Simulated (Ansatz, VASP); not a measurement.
**One calculation of Fe, two programs**

```xyz
1
Lattice="-1.4430 1.4430 1.4430 1.4430 -1.4430 1.4430 1.4430 1.4430 -1.4430" Properties=species:S:1:pos:R:3 pbc="T T T"
Fe    0.0000    0.0000    0.0000
```

Alike in both runs: task single point; functional PBE; k mesh 22 × 22 × 22; occupations gaussian, width 0.05 eV; collinear spin.

```csv
,VASP,Ansatz
version,VASP 6.6.1,Ansatz 0.2.0
potentials or method,"VASP PAW PBE potentials, release 64 (Fe)","scalar-relativistic, plane waves, PAW"
plane-wave cutoff (eV),520,420
valence electrons in the cell,8,16
```

Ansatz gave:

| Item | Value |
| --- | --- |
| gap on the k mesh at the Fermi level (eV) | none |
| pressure (GPa) | -9.6 |
| net moment per atom (μB) | 2.26 |
| size of the moment on the site where the two differ most (μB) | 2.32 |

**Question.** Which values does VASP return?

**Answer.** gap on the k mesh at the Fermi level (eV): none; pressure (GPa): -9.3; net moment per atom (μB): 2.30; size of the moment on the site where the two differ most (μB): 2.30.

Site moments also hang on the region over which each program counts them. A gap of «none» marks a metal or a gap that the smearing closes. The two sets of potentials don't hold the same shells in valence.
